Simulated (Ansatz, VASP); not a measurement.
# PbO: VASP beside Ansatz

```
CELL_PARAMETERS angstrom
3.56646 0.00000 0.00000
-1.78323 3.08864 0.00000
0.00000 0.00000 6.47011
ATOMIC_POSITIONS crystal
Pb 0.00000 0.00000 0.00000
Pb 0.00000 0.00000 0.50000
O 0.33333 0.66667 0.25000
O 0.66667 0.33333 0.75000
```

Alike in both runs: task single point; functional LDA; k mesh 12 × 12 × 4; occupations fermi-dirac, width 0.02 eV; no spin polarisation.

```csv
,VASP,Ansatz
version,VASP 6.6.1,Ansatz 0.2.0
potentials or method,"VASP PAW LDA potentials, release 64 (Pb_d, O)","plane waves, PAW"
plane-wave cutoff (eV),520,420
valence electrons in the cell,40,40
```

Ansatz gave:

```
pressure (GPa)                                  : -4.9
largest component of the traceless stress (GPa) : 0.81
```

Task: What did VASP give for the same quantities?

Result: Pressure (GPa): -4.8; largest component of the traceless stress (GPa): 0.75.

The runs have no spin-orbit coupling, so splittings on Pb are missing.
